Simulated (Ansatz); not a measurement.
# Al2Cu: energy over two strains

How does the energy of Al₂Cu (Fm-3m, No. 225; 3 atoms in the cell) change over two coordinates at once? A grid of runs gives the map.

Method: DFT PBE, scalar-relativistic, plane waves, PAW, in Ansatz 0.2.0.

1 further run of the same task is left out (set aside as unsound or not needed). Runs told in other sessions of the task aren't counted.

## Step 1: The structure to begin with

The structure is cubic, space group Fm-3m (No. 225). Conventional cell: a = 5.783 Å, b = 5.783 Å, c = 5.783 Å, α = 90.00°, β = 90.00°, γ = 90.00°. Around Al (site symmetry -43m) lie 4 Cu at 2.50 Å. Around Cu (site symmetry m-3m) lie 8 Al at 2.50 Å.

Coordinates:

```xyz
3
Lattice="-2.0446 2.0446 2.8914 2.0446 -2.0446 2.8914 2.0446 2.0446 -2.8914" Properties=species:S:1:pos:R:3 pbc="T T T"
Al    0.0000    2.0446    1.4457
Al    2.0446    0.0000    1.4457
Cu    0.0000    0.0000    2.8914
```

It goes back to an entry of the Materials Project, which need not be the stable form.

This cell was relaxed beforehand with the same method: volume 16.12 Å³/atom, gap on the mesh none (metal).

## Step 3: Plan of the scan

The energy is mapped over two homogeneous strains; x, y and z are the crystal's own axes (z along the conventional c), which in the input's Cartesian frame point along (0.71, 0.71, 0.00), (-0.71, 0.71, 0.00), (0.00, 0.00, 1.00).

The axes are (1) strain +e along x and -e along y: 7 values from −4.00 %; (2) strain +e along z and -e/2 along x and y: 7 values from −7.00 %.

Nothing else is relaxed (symmetry fixes all fractional coordinates). Energies count from the relaxed crystal. Points are written as (first, second).

(The set-up runs are not shown.)

## Step 4: The run at (−4.00 %, −7.00 %)

input.yaml

```yaml
crystal:
  lattice:
    - [-2.1979455184, 2.1979455184, 2.6890032877]
    - [2.1979455184, -2.1979455184, 2.6890032877]
    - [2.0343774798, 2.0343774798, -2.6890032877]
  atoms:
    - { symbol: Al, position: [0.75, 0.25, 0.5] }
    - { symbol: Al, position: [0.25, 0.75, 0.5] }
    - { symbol: Cu, position: [0.5, 0.5, 0.0] }
basis:
  ecutwfc: 520.0
kpoints:
  mp_grid: { grid: [14, 14, 14] }
hamiltonian:
  xc: pbe
  pseudopotentials: { kind: paw, azcp: { folder: soft_1 } }
scf:
  occupations: { method: gaussian, width: 0.15 }
output:
  forces: true
  stress: true
  eigenvalues: true
```

On the command line:

```console
$ ansatz run input.yaml --threads 2 --pin off --max-ram 4096MiB --backend cpu --events-out ev --progress --plain --runs-dir out
```

Further runs follow: the other points that were computed.

What does the calculation give? Wanted: lowest point; highest computed point; pressure.

The runs gave:

| quantity | value |
| --- | --- |
| lowest point | (0.00 %, 0.00 %), 0.0 meV/atom |
| highest computed point | (−4.00 %, 7.00 %), 51.5 meV/atom above the lowest |
| pressure (GPa) | 0.01 at (0.00 %, 0.00 %) to 1.55 at (−4.00 %, 7.00 %); 0.01 at the lowest point |
| time for all points | 13 min on 2 threads, shared host |

What this shows: The lowest computed point is at (0.00 %, 0.00 %), which is the relaxed crystal itself. No other kind of well shows on this grid. The highest computed point, (−4.00 %, 7.00 %), lies 51.5 meV/atom above the lowest. Round the minimum the two coordinates are nearly uncoupled. The curvatures of the interpolated surface at the minimum, over the volume, give stiffnesses of about 170 and 130 GPa for the two patterns (per unit amplitude as drawn, so not the usual moduli); on a grid this wide they are rough.
